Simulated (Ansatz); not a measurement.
## TePb: equation of state with BLYP

Crystal: TePb.

```
CELL_PARAMETERS angstrom
4.63721 0.00000 0.00000
2.31066 3.92880 0.00000
2.28848 1.22564 3.70275
ATOMIC_POSITIONS crystal
Pb 0.00000 0.00000 0.00000
Te 0.50000 0.50000 0.50000
```

```json
{"Program": "Ansatz 0.2.0", "Task": "equation of state", "Functional": "BLYP", "Potentials or basis": "all-electron LAPW, scalar-relativistic", "Basis error allowed": "0.001 eV/atom", "k mesh": "7 × 7 × 7", "Occupations": "fermi-dirac, width 0.05 eV", "Spin": "no spin polarisation"}
```

```
Equilibrium volume                        : 38.29 Å³/atom (rough: see the caveat)
Bulk modulus at fixed shape and positions : 32 GPa (rough)
```

Energy against volume, from the lowest point:
| volume (Å³/atom) | energy (meV/atom) |
| --- | --- |
| 31.706 | 141.52 |
| 32.380 | 105.42 |
| 33.055 | 75.00 |
| 33.730 | 49.71 |
| 34.404 | 29.07 |
| 35.079 | 12.63 |
| 35.753 | 0.00 |

All runs of the series together: 7.8 min on 1 thread of Intel(R) Xeon(R) Platinum 8259CL CPU @ 2.50GHz (Skylake/Cascade Lake), on a shared host.

Caveat: the minimum lies outside the volumes run; the cell was scaled at fixed shape and fractional positions, which overstates the stiffness of a crystal with free parameters, most of all of layers and chains. Spin-orbit coupling is left out, which matters for the levels of Pb, Te.
